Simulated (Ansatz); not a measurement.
# CO2: the cell at several levels of theory, part 2 of 2

Ansatz 0.2.0, plane waves.

## (3) Relaxation with r2SCAN+rVV10

Start: the result of step 2.

File input.yaml:

```yaml
crystal:
  lattice:
    - [2.7955698711, -2.5133410016, 0.0]
    - [2.7955698711, 2.5133410016, 0.0]
    - [0.0, 0.0, 6.7430433347]
  atoms:
    - { symbol: C, position: [0.0, 0.0, 0.0] }
    - { symbol: C, position: [0.5, 0.5, 0.5] }
    - { symbol: O, position: [0.8132776262, 0.1867223738, 0.89661866] }
    - { symbol: O, position: [0.1867223738, 0.8132776262, 0.10338134] }
    - { symbol: O, position: [0.6867223738, 0.3132776262, 0.39661866] }
    - { symbol: O, position: [0.3132776262, 0.6867223738, 0.60338134] }
kpoints:
  mp_grid: { grid: [6, 6, 4] }
hamiltonian:
  xc: r2scan
  dispersion: rvv10
scf:
  occupations: { method: fermi_dirac, width: 0.02 }
relax:
  f_tol: 0.005
  cell: {}
```

Started as:

```
$ ansatz run input.yaml --threads 4 --pin off --max-ram 5529MiB --backend cpu --events-out ev --progress --plain --runs-dir out
```

The program printed:

```text
Warning: RAYON_NUM_THREADS=4 ignored (pool sized by the plan → 4); use --threads N
Engine: ansatz 0.2.0, aarch64-unknown-linux-gnu
Pseudopotentials: kind: paw
Pseudopotential: C, paw, valence charge 4, recommended cutoff 500 eV (meta_gga), C.paw.azcp
Pseudopotential: O, paw, valence charge 6, recommended cutoff 500 eV (meta_gga), O.paw.azcp
Functional definition: r2SCAN+rVV10
  parameter k0 = 0.174
  parameter k1 = 0.065
  parameter a1 = 4.9479
  exchange = r2scan_x(k0 = k0, k1 = k1, a1 = a1)
  correlation = r2scan_c + rvv10(11.95, 0.0093)
Crystal: 6 atoms, lattice volume = 94.756 Å³
Basis set: ecut = 500 eV, 2371 PW (Γ), exchange–correlation on 128×128×240 points (64 copies of the dense FFT grid, shifted against one another)
Bands: 22, of which v1, the nominal top of the filled ones, is band 16 counted from 1 (15 counted from 0)
Symmetry: 8 space group operations
Space group: Cmce (ITA 64), of the structure as read, at distance tolerance 4.6e-5 Å
k-points: 39 of 144
Non-local potential: C, projectors of the file, l = 0: 2, l = 1: 2, l = 2: 1
Non-local potential: O, projectors of the file, l = 0: 2, l = 1: 2, l = 2: 1
PAW form: soft (Blöchl's): semilocal exchange-correlation on the pseudo side does not see the compensation charge
rVV10 density: all electrons in the spheres
PAW frozen core: C, regenerated for the run's functional (the file was generated under x = pbe(κ = 0.804, μ = 0.2195149727645171), c = pbe(β = 0.06672455060314922))
PAW frozen core: O, regenerated for the run's functional (the file was generated under x = pbe(κ = 0.804, μ = 0.2195149727645171), c = pbe(β = 0.06672455060314922))
PAW one-centre angular grid: C, 302 points (default); XC on 239 of its mesh's 2573 points in the sphere
PAW one-centre angular grid: O, 302 points (default); XC on 160 Gauss nodes
Initial density: superposition of atomic densities (neutral atoms: chi_scale 0, normalization atom), corrected by the library's trained network
Initial wavefunctions: pseudopotential atomic-orbital guess
Functional: x = r2scan, c = r2scan + rvv10(b = 11.95, C = 0.0093); τ floored in thin density (d = 2e-4 eV/Å³)
SCF iter   1: F=—  HF=-2773.698684 eV  |F-HF|=—  |Δ(HF+E_count)|=         —  Δρ=1.06e-2  dr2=9.81e-2  dr2_τ=9.48e-1  ethr=1.77e-3  ⟨swp⟩=6.3  Hψ=4242  notcnv=0
preconditioner: auto → Resta (q_TF=auto, 2.277 Å⁻¹)  ε∞=2.6  [insulator: Δε(μ)=7.126 eV  Ē_g=16.945 eV  σ=0.020 eV  W_gap=1.00  n_scr=18 (ndim 8)  ℏωp=21.6 eV  f_vac=0.229  D(μ)=0.00/eV (n_scr^D=0)  ε∞_Penn≈2.6]
SCF iter   2: F=—  HF=-2773.722825 eV  |F-HF|=—  |Δ(HF+E_count)|=   2.41e-2  Δρ=4.93e-3  dr2=8.96e-3  dr2_τ=4.08e-3  ethr=3.07e-4  ⟨swp⟩=2.0  Hψ=1887  notcnv=0  defer=63
SCF iter   3: F=—  HF=-2773.718841 eV  |F-HF|=—  |Δ(HF+E_count)|=   3.98e-3  Δρ=1.72e-3  dr2=1.52e-3  dr2_τ=2.57e-4  ethr=2.80e-5  ⟨swp⟩=2.0  Hψ=1562  notcnv=0  defer=24
automatic band count: iteration 3 solves 21 bands in place of 22: the levels show a gap, and the empty bands left out lie too high to hold charge; the band table lists the bands solved (type scf.n_extra_bands for more)
SCF iter   4: F=—  HF=-2773.718271 eV  |F-HF|=—  |Δ(HF+E_count)|=   5.70e-4  Δρ=4.26e-4  dr2=7.26e-5  dr2_τ=9.04e-6  ethr=4.76e-6  ⟨swp⟩=2.9  Hψ=1564  notcnv=0  defer=24
SCF iter   5: F=—  HF=-2773.718314 eV  |F-HF|=—  |Δ(HF+E_count)|=   4.26e-5  Δρ=4.64e-5  dr2=1.84e-6  dr2_τ=5.51e-7  ethr=2.27e-7  ⟨swp⟩=2.7  Hψ=1445  notcnv=0  defer=24
SCF iter   6: F=—  HF=-2773.718316 eV  |F-HF|=—  |Δ(HF+E_count)|=   1.96e-6  Δρ=1.30e-5  dr2=1.07e-7  dr2_τ=9.84e-9  ethr=5.76e-9  ⟨swp⟩=2.0  Hψ=1361  notcnv=0  defer=24
SCF iter   7: F=-2773.718316 eV  HF=-2773.718316 eV  |F-HF|=1.18e-9  |Δ(HF+E_count)|=   2.05e-7  Δρ=2.19e-6  dr2=2.53e-9  dr2_τ=3.92e-10  ethr=3.13e-10  ⟨swp⟩=4.0  Hψ=2798  notcnv=0
SCF 1 converged in 7 iterations: F = -2773.718316 eV  dr2 = 2.53e-9
relax step   1: F+E_penalty+E_count = -2773.71831596 eV  Δ(F+E_penalty+E_count) = +0.000e0 eV  max|allowed force component| = 6.541e-1 eV/Å  Δτ_max = 0.0000 Å  P = -3.132 GPa  Ω = 94.756 Å³  (7 SCF iters, dr2 threshold 1.00e-7 eV, accepted)
Crystal: 6 atoms, lattice volume = 87.315 Å³
Basis set: ecut = 500 eV, 2227 PW (Γ), exchange–correlation on 128×128×240 points (64 copies of the dense FFT grid, shifted against one another)
rVV10 density: all electrons in the spheres
Initial density: handed on by an earlier stage of this run
Initial wavefunctions: those handed on with the density
iter 1 solved again at ethr=1.55e-4 eV; its pass at ethr=3.10e-3 eV (dr2=4.95e-2 eV) is discarded
SCF iter   1: F=—  HF=-2773.983120 eV  |F-HF|=—  |Δ(HF+E_count)|=         —  Δρ=8.45e-3  dr2=4.44e-2  dr2_τ=2.12e-1  ethr=1.55e-4  ⟨swp⟩=2.0  Hψ=5510  notcnv=0
automatic band count: iteration 1 solves 19 bands in place of 22: the levels show a gap, and the empty bands left out lie too high to hold charge; the band table lists the bands solved (type scf.n_extra_bands for more)
preconditioner: auto → none  [insulator: Δε(μ)=7.259 eV  Ē_g=16.586 eV  σ=0.020 eV  W_gap=1.00  n_scr=16 (ndim 8)  ℏωp=22.5 eV  f_vac=0.150  D(μ)=0.00/eV (n_scr^D=0)  ε∞_Penn≈2.8]
SCF iter   2: F=—  HF=-2773.774511 eV  |F-HF|=—  |Δ(HF+E_count)|=   2.09e-1  Δρ=4.75e-3  dr2=6.58e-3  dr2_τ=1.58e-3  ethr=1.39e-4  ⟨swp⟩=3.1  Hψ=1594  notcnv=0
SCF iter   3: F=—  HF=-2773.774569 eV  |F-HF|=—  |Δ(HF+E_count)|=   5.81e-5  Δρ=1.78e-3  dr2=1.49e-3  dr2_τ=2.08e-4  ethr=2.06e-5  ⟨swp⟩=2.1  Hψ=1342  notcnv=0
SCF iter   4: F=—  HF=-2773.774593 eV  |F-HF|=—  |Δ(HF+E_count)|=   2.39e-5  Δρ=4.60e-4  dr2=5.77e-5  dr2_τ=2.34e-5  ethr=4.65e-6  ⟨swp⟩=2.1  Hψ=1174  notcnv=0
SCF iter   5: F=—  HF=-2773.774621 eV  |F-HF|=—  |Δ(HF+E_count)|=   2.82e-5  Δρ=7.69e-5  dr2=1.94e-6  dr2_τ=4.00e-7  ethr=1.80e-7  ⟨swp⟩=2.5  Hψ=1489  notcnv=0
SCF iter   6: F=-2773.774622 eV  HF=-2773.774622 eV  |F-HF|=1.47e-8  |Δ(HF+E_count)|=   1.15e-6  Δρ=1.27e-5  dr2=1.00e-7  dr2_τ=1.18e-8  ethr=1.87e-9  ⟨swp⟩=5.0  Hψ=3194  notcnv=0
SCF 2 converged in 6 iterations: F = -2773.774622 eV  dr2 = 1.00e-7
relax step   2: F+E_penalty+E_count = -2773.77462188 eV  Δ(F+E_penalty+E_count) = -5.631e-2 eV  max|allowed force component| = 3.443e-2 eV/Å  Δτ_max = 0.0245 Å  P = -0.803 GPa  Ω = 87.315 Å³  energy of the carried Pulay correction = +3.146e-3 eV  (6 SCF iters, dr2 threshold 6.00e-7 eV, accepted)
Crystal: 6 atoms, lattice volume = 75.326 Å³
Basis set: ecut = 500 eV, 1923 PW (Γ), exchange–correlation on 128×128×240 points (64 copies of the dense FFT grid, shifted against one another)
rVV10 density: all electrons in the spheres
iter 1 solved again at ethr=3.76e-4 eV; its pass at ethr=3.10e-3 eV (dr2=1.20e-1 eV) is discarded
SCF iter   1: F=—  HF=-2774.445109 eV  |F-HF|=—  |Δ(HF+E_count)|=         —  Δρ=1.56e-2  dr2=1.16e-1  dr2_τ=7.66e-1  ethr=3.76e-4  ⟨swp⟩=1.2  Hψ=5407  notcnv=0
automatic band count: iteration 1 solves 19 bands in place of 22: the levels show a gap, and the empty bands left out lie too high to hold charge; the band table lists the bands solved (type scf.n_extra_bands for more)
preconditioner: auto → none  [insulator: Δε(μ)=7.290 eV  Ē_g=16.751 eV  σ=0.020 eV  W_gap=1.00  n_scr=16 (ndim 8)  ℏωp=24.2 eV  f_vac=0.047  D(μ)=0.00/eV (n_scr^D=0)  ε∞_Penn≈3.1]
SCF iter   2: F=—  HF=-2773.775896 eV  |F-HF|=—  |Δ(HF+E_count)|=   6.69e-1  Δρ=8.98e-3  dr2=2.15e-2  dr2_τ=4.80e-3  ethr=3.62e-4  ⟨swp⟩=2.9  Hψ=1533  notcnv=0
SCF iter   3: F=—  HF=-2773.774509 eV  |F-HF|=—  |Δ(HF+E_count)|=   1.39e-3  Δρ=3.54e-3  dr2=4.38e-3  dr2_τ=7.24e-4  ethr=6.73e-5  ⟨swp⟩=2.1  Hψ=1341  notcnv=0
SCF iter   4: F=—  HF=-2773.774691 eV  |F-HF|=—  |Δ(HF+E_count)|=   1.82e-4  Δρ=7.02e-4  dr2=1.04e-4  dr2_τ=2.39e-5  ethr=1.37e-5  ⟨swp⟩=2.1  Hψ=1474  notcnv=0
SCF iter   5: F=—  HF=-2773.774734 eV  |F-HF|=—  |Δ(HF+E_count)|=   4.26e-5  Δρ=8.69e-5  dr2=3.14e-6  dr2_τ=6.50e-7  ethr=3.25e-7  ⟨swp⟩=2.0  Hψ=1229  notcnv=0
SCF iter   6: F=-2773.774737 eV  HF=-2773.774736 eV  |F-HF|=2.56e-7  |Δ(HF+E_count)|=   2.23e-6  Δρ=3.53e-5  dr2=2.70e-7  dr2_τ=6.33e-8  ethr=1.87e-9  ⟨swp⟩=5.0  Hψ=3126  notcnv=0
SCF 3 converged in 6 iterations: F = -2773.774737 eV  dr2 = 2.70e-7
relax step   3: F+E_penalty+E_count = -2773.77473651 eV  Δ(F+E_penalty+E_count) = -1.146e-4 eV  max|allowed force component| = 4.550e-1 eV/Å  Δτ_max = 0.0551 Å  P = +2.808 GPa  Ω = 75.326 Å³  energy of the carried Pulay correction = +8.796e-3 eV  (6 SCF iters, dr2 threshold 6.00e-7 eV, rejected (line search))
[... 15 lines left out ...]
relax step   4: F+E_penalty+E_count = -2773.79159431 eV  Δ(F+E_penalty+E_count) = -1.697e-2 eV  max|allowed force component| = 2.355e-2 eV/Å  Δτ_max = 0.0242 Å  P = -0.294 GPa  Ω = 82.293 Å³  energy of the carried Pulay correction = +5.419e-3 eV  (8 SCF iters, accepted)
[... 12 lines left out ...]
relax step   5: F+E_penalty+E_count = -2773.79374264 eV  Δ(F+E_penalty+E_count) = -2.148e-3 eV  max|allowed force component| = 2.308e-2 eV/Å  Δτ_max = 0.0197 Å  P = +0.176 GPa  Ω = 79.932 Å³  energy of the carried Pulay correction = +6.533e-3 eV  (5 SCF iters, dr2 threshold 4.88e-7 eV, accepted)
[... 13 lines left out ...]
relax step   6: F+E_penalty+E_count = -2773.79381840 eV  Δ(F+E_penalty+E_count) = -7.576e-5 eV  max|allowed force component| = 4.441e-3 eV/Å  Δτ_max = 0.0103 Å  P = +0.012 GPa  Ω = 80.614 Å³  energy of the carried Pulay correction = +6.208e-3 eV  (6 SCF iters, dr2 threshold 1.69e-7 eV, accepted)
[... 12 lines left out ...]
relax step   7: F+E_penalty+E_count = -2773.78574152 eV  Δ(F+E_penalty+E_count) = +8.077e-3 eV  max|allowed force component| = 8.120e-3 eV/Å  Δτ_max = 0.0000 Å  P = +0.072 GPa  Ω = 80.614 Å³  stress off target by 9.99e-2 GPa  SCF on the basis re-selected at this cell (its energy is not comparable with the rows above)  (6 SCF iters)
[... 13 lines left out ...]
relax step   8: F+E_penalty+E_count = -2773.78569405 eV  Δ(F+E_penalty+E_count) = +4.747e-5 eV  max|allowed force component| = 1.057e-4 eV/Å  Δτ_max = 0.0003 Å  P = +0.004 GPa  Ω = 80.849 Å³  energy of the carried Pulay correction = -1.215e-4 eV  (5 SCF iters, dr2 threshold 2.49e-8 eV, accepted)
rVV10 density: all electrons in the spheres
iter 1 solved again at ethr=6.12e-8 eV; its pass at ethr=3.10e-3 eV (dr2=1.96e-5 eV) is discarded
SCF iter   1: F=—  HF=-2773.785812 eV  |F-HF|=—  |Δ(HF+E_count)|=         —  Δρ=1.48e-5  dr2=2.11e-8  dr2_τ=4.62e-8  ethr=6.12e-8  ⟨swp⟩=3.2  Hψ=6858  notcnv=0
preconditioner: auto → none  [insulator: Δε(μ)=7.230 eV  Ē_g=17.249 eV  σ=0.020 eV  W_gap=1.00  n_scr=16 (ndim 8)  ℏωp=23.4 eV  f_vac=0.119  D(μ)=0.00/eV (n_scr^D=0)  ε∞_Penn≈2.8]
SCF iter   2: F=—  HF=-2773.785812 eV  |F-HF|=—  |Δ(HF+E_count)|=   2.22e-7  Δρ=7.32e-6  dr2=5.40e-9  dr2_τ=9.41e-9  ethr=6.59e-11  ⟨swp⟩=3.1  Hψ=1676  notcnv=0
SCF iter   3: F=—  HF=-2773.785812 eV  |F-HF|=—  |Δ(HF+E_count)|=   1.00e-8  Δρ=2.61e-6  dr2=3.86e-9  dr2_τ=8.14e-10  ethr=1.69e-11  ⟨swp⟩=2.0  Hψ=1482  notcnv=0
SCF iter   4: F=-2773.785812 eV  HF=-2773.785812 eV  |F-HF|=3.55e-11  |Δ(HF+E_count)|=  7.88e-10  Δρ=3.30e-7  dr2=2.06e-11  dr2_τ=3.32e-11  ethr=1.00e-12  ⟨swp⟩=3.7  Hψ=3946  notcnv=0
SCF 9 converged in 4 iterations: F = -2773.785812 eV  dr2 = 2.06e-11
relax step   9: F+E_penalty+E_count = -2773.78581213 eV  Δ(F+E_penalty+E_count) = -1.181e-4 eV  max|allowed force component| = 1.744e-4 eV/Å  Δτ_max = 0.0000 Å  P = +0.003 GPa  Ω = 80.849 Å³  stress off target by 1.16e-2 GPa  SCF on the basis re-selected at this cell (its energy is not comparable with the rows above)  (4 SCF iters)
basis re-selected at this cell: Δ(F+E_penalty+E_count) = -1.181e-4 eV, ΔP = -0.001 GPa vs the last step (what re-selecting the basis moved, of the pressure what is left beyond the Pulay correction that the steps carried, after the strain that the cell walked since its last selection, with what the two solves' SCF thresholds leave and, on support functions, any second-order correction that the steps lacked; it is no measure of the basis error at this ecutwfc). This SCF's stress stands 1.16e-2 GPa from its target on what of the cell is left free (relax.cell.stress_tol is 5.00e-2 GPa) and its largest allowed force component is 1.74e-4 eV/Å (relax.f_tol is 5.00e-3 eV/Å): within both
SCF converged after 4 iterations
Free energy (F): -2773.785812 eV
Harris-Foulkes:  -2773.785812 eV  (|F-HF|=3.55e-11)
Internal energy: -2773.785812 eV  (E = F + TS)
E sigma→0 (E₀):  -2773.785812 eV
Fermi energy:    1.906148 eV
--- Per-component energies (eV) ---
  E_band       = -305.407685
  E_kinetic    = 874.006513
  E_local      = -2283.474382  (includes V_loc(G=0)·N_el)
  E_nonlocal   = 247.270610
  E_hartree    = 762.773932
  E_xc         = -377.255630
  E_vxc        = -543.655437  (∫ρ·V_xc dr)
  E_paw        = -842.605276  (= ΣΔE_a)
  E_vpaw       = -162.607334  (= ΣTr[D̂ρ^β])
  E_aug_tail   = 0.003073  (compensation charges beyond the density's cutoff)
  E_vtau       = 37.501385  (kinetic-family band-sum trace: ∫τ·v_τ [+ j·A + Jᵃ·Aᵃ] dr)
  E_ewald      = -1154.327343
  E_core_change = -0.177311  (= ΣΔE_core)
  E_smearing   = -0.000000  (= −TS)
  E_closure    = -0.000000  (closes the sum)
  Σ components = -2773.785812   (vs F -2773.785812, Δ=0.00e0)
--- Forces (eV/Å), atoms counted from 1 ---
  atom   1  C     -0.00000000     0.00000000    -0.00000000
  atom   2  C      0.00000000     0.00000000     0.00000000
  atom   3  O     -0.00000000    -0.00017442     0.00000721
  atom   4  O      0.00000000     0.00017442    -0.00000721
  atom   5  O     -0.00000000     0.00017442     0.00000721
  atom   6  O      0.00000000    -0.00017442    -0.00000721
  max |Σ_I F_I| component: 1.08e-19 eV/Å
--- Stress (GPa, compression-positive) ---
       -0.000027       0.000000       0.000000
        0.000000      -0.003584       0.000000
        0.000000       0.000000       0.011556
  P = ⅓ Tr σ = 0.0026 GPa (0.026 kbar)
--- Relaxed structure (7 steps of the walk, 6 accepted, 2 SCFs on fresh bases) ---
  F+E_penalty+E_count = -2773.78581213 eV   max|allowed force component| = 1.744e-4 eV/Å   (the final SCF, on the basis selected at the relaxed cell)
  cell:  # Å, volume = 80.8492 Å³
    - [2.6429049852582054, -2.379875183741503, -4.074936507763759e-33]
    - [2.6429049852582054, 2.379875183741503, -5.1366874715369286e-33]
    - [-1.1109430731370961e-32, -1.4242859912014052e-33, 6.427027948899377]
  atoms:
    - { symbol: C, position: [-1.006550670013494e-19, 1.0065506700134759e-19, -1.0719217012948985e-20] }
    - { symbol: C, position: [0.5, 0.5, 0.5] }
    - { symbol: O, position: [0.8037318635379654, 0.19626813646203456, 0.8928652631310275] }
    - { symbol: O, position: [0.19626813646203456, 0.8037318635379654, 0.10713473686897249] }
    - { symbol: O, position: [0.6962681364620344, 0.30373186353796555, 0.3928652631310276] }
    - { symbol: O, position: [0.30373186353796555, 0.6962681364620344, 0.6071347368689725] }
```

It took 37 s on 4 threads of Arm Neoverse V1, shared host; peak memory 0.71 GiB.

Ionic steps:

| step | energy change (meV/atom) | largest force (eV/Å) | pressure (GPa) | volume (Å³/atom) |
| --- | --- | --- | --- | --- |
| 1 | 0.0 | 0.6541 | -3.13 | 15.793 |
| 2 | -9.4 | 0.0344 | -0.80 | 14.553 |
| 3* | -9.4 | 0.4550 | 2.81 | 12.554 |
| 4 | -12.2 | 0.0236 | -0.29 | 13.716 |
| 5 | -12.6 | 0.0231 | 0.18 | 13.322 |
| 6 | -12.6 | 0.0044 | 0.01 | 13.436 |
| 7 | -11.2 | 0.0081 | 0.07 | 13.436 |
| 8 | -11.2 | 0.0001 | 0.00 | 13.475 |
| 9 | -11.2 | 0.0002 | 0.00 | 13.475 |

A star marks a trial step that the optimiser took back.

Step 7 solves the same cell on a plane-wave basis chosen anew, so the energy can jump there without a move.

The table lists every geometry solved, with passes on a fresh basis, whose energies don't compare exactly with the rows above.

|  | before | after | change |
| --- | --- | --- | --- |
| a (Å) | 5.591 | 5.286 | -5.46 % |
| b (Å) | 5.027 | 4.760 | -5.31 % |
| c (Å) | 6.743 | 6.427 | -4.69 % |
| volume (Å³/atom) | 15.793 | 13.475 | -14.68 % |
| shortest distance (Å) | 1.169 | 1.161 | -0.74 % |
| space group | Cmce | Cmce | same |

## (4) Relaxation with PBE-D4

input.yaml, as its differences from that of step 3:

```diff
@@ -15,4 +15,4 @@
 hamiltonian:
-  xc: r2scan
-  dispersion: rvv10
+  xc: pbe
+  dispersion: d4
 scf:
```

Started as:

```
$ ansatz run input.yaml --threads 4 --pin off --max-ram 5529MiB --backend cpu --events-out ev --progress --plain --runs-dir out
```

The program printed, shortened:

```text
Warning: RAYON_NUM_THREADS=4 ignored (pool sized by the plan → 4); use --threads N
[...]
[... 4 set-up lines as earlier in the session ...]
[...]
Crystal: 6 atoms, lattice volume = 94.756 Å³
Basis set: ecut = 420 eV, 1875 PW (Γ), exchange–correlation on 54×54×96 points (8 copies of the dense FFT grid, shifted against one another)
Bands: 22, of which v1, the nominal top of the filled ones, is band 16 counted from 1 (15 counted from 0)
[... 2 set-up lines as earlier in the session ...]
k-points: 39 of 144
[...]
SCF iter   1: F=—  HF=-2770.210036 eV  |F-HF|=—  |Δ(HF+E_count)|=         —  Δρ=4.00e-3  dr2=4.91e-3  ethr=1.77e-3  ⟨swp⟩=6.2  Hψ=4212  notcnv=0
[...]
        0.000000       0.000000      -0.046224
  P = ⅓ Tr σ = -0.0117 GPa (-0.117 kbar)
--- Relaxed structure (2 steps of the walk, 2 accepted, 1 SCFs on fresh bases) ---
  F+E_penalty+E_count = -2770.21320675 eV   max|allowed force component| = 1.405e-3 eV/Å   (the final SCF, on the basis selected at the relaxed cell)
  cell:  # Å, volume = 94.6178 Å³
    - [2.797853625848554, -2.51168264105164, 2.1142755413491247e-34]
    - [2.797853625848554, 2.51168264105164, -2.132728313743557e-34]
    - [-2.2254468612521958e-36, -5.697143964805621e-34, 6.732142416073527]
  atoms:
    - { symbol: C, position: [-7.189647642953439e-21, 7.18964764295349e-21, -1.4280865840475285e-35] }
    - { symbol: C, position: [0.5, 0.5, 0.49999999999999994] }
    - { symbol: O, position: [0.8131447036516954, 0.1868552963483045, 0.8964614910872166] }
    - { symbol: O, position: [0.1868552963483045, 0.8131447036516954, 0.10353850891278325] }
    - { symbol: O, position: [0.6868552963483044, 0.31314470365169556, 0.3964614910872167] }
    - { symbol: O, position: [0.31314470365169556, 0.6868552963483044, 0.6035385089127833] }
```

It took 3.2 s on 4 threads of Arm Neoverse V1, shared host; peak memory 0.4 GiB.

Step by step:

| step | energy change (meV/atom) | largest force (eV/Å) | pressure (GPa) | volume (Å³/atom) |
| --- | --- | --- | --- | --- |
| 1 | 0.0 | 0.0002 | -0.02 | 15.793 |
| 2 | -0.1 | 0.0014 | 0.00 | 15.770 |
| 3 | 0.0 | 0.0014 | -0.01 | 15.770 |

Step 3 solves the same cell on a plane-wave basis chosen anew, so the energy can jump there without a move.

The table lists every geometry solved, with passes on a fresh basis, whose energies don't compare exactly with the rows above.

|  | before | after | change |
| --- | --- | --- | --- |
| a (Å) | 5.591 | 5.596 | +0.08 % |
| b (Å) | 5.027 | 5.023 | -0.07 % |
| c (Å) | 6.743 | 6.732 | -0.16 % |
| volume (Å³/atom) | 15.793 | 15.770 | -0.15 % |
| shortest distance (Å) | 1.169 | 1.169 | -0.00 % |
| space group | Cmce | Cmce | same |

## (5) Results

This closing draws on all 2 parts.

| level | a (Å) | b (Å) | c (Å) | volume (Å³/atom) | space group | SCF geometries |
| --- | --- | --- | --- | --- | --- | --- |
| PBE-D3(BJ) | 5.591 | 5.027 | 6.743 | 15.793 | Cmce | 19 |
| r2SCAN+rVV10 | 5.286 | 4.760 | 6.427 | 13.475 | Cmce | 9 |
| PBE-D4 | 5.596 | 5.023 | 6.732 | 15.770 | Cmce | 3 |

In words: The first relaxation changed the volume by +14.3 % from the start. r2SCAN+rVV10 gives the smallest cell and PBE-D3(BJ) the largest; they differ by 17.2 % in volume, a mean of 5.4 % in length.
